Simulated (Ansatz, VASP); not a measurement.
**WS2: VASP beside Ansatz**

```xyz
3
Lattice="1.5895 0.9177 6.2042 -1.5895 0.9177 6.2042 0.0000 -1.8353 6.2042" Properties=species:S:1:pos:R:3 pbc="T T T"
W     0.0000    0.0000    0.0000
S     0.0000    0.0000   10.8138
S     0.0000    0.0000   13.9649
```

Change from the starting cell: volume scaled by 1.02.

Alike in both runs: task single point; functional PBE; k mesh 10 × 10 × 10; occupations fermi-dirac, width 0.05 eV; no spin polarisation.

|  | VASP | Ansatz |
| --- | --- | --- |
| version | VASP 6.6.1 | Ansatz 0.2.0 |
| potentials or method | VASP PAW PBE potentials, release 64 (W_sv, S) | Ansatz PAW |
| plane-wave cutoff (eV) | 520 | 420 |
| valence electrons in the cell | 26 | 26 |

|  | VASP | Ansatz | Ansatz less VASP |
| --- | --- | --- | --- |
| gap on the k mesh at the Fermi level (eV) | 1.10 | 1.08 | -0.016 |
| least direct gap on the mesh (eV) | 2.18 | 2.18 | -0.003 |
| pressure (GPa) | 1.2 | 1.2 | +0.04 |
| largest component of the traceless stress (GPa) | 0.15 | 0.15 | -0.001 |
| rms of the force components (eV/Å) | 0.247 | 0.247 | +0.0002 |

Atom by atom the forces differ by 0.001 eV/Å (rms over components).

Caveats: spin-orbit coupling is left out, which moves the levels of the heavy elements. A k mesh can miss the band edges.
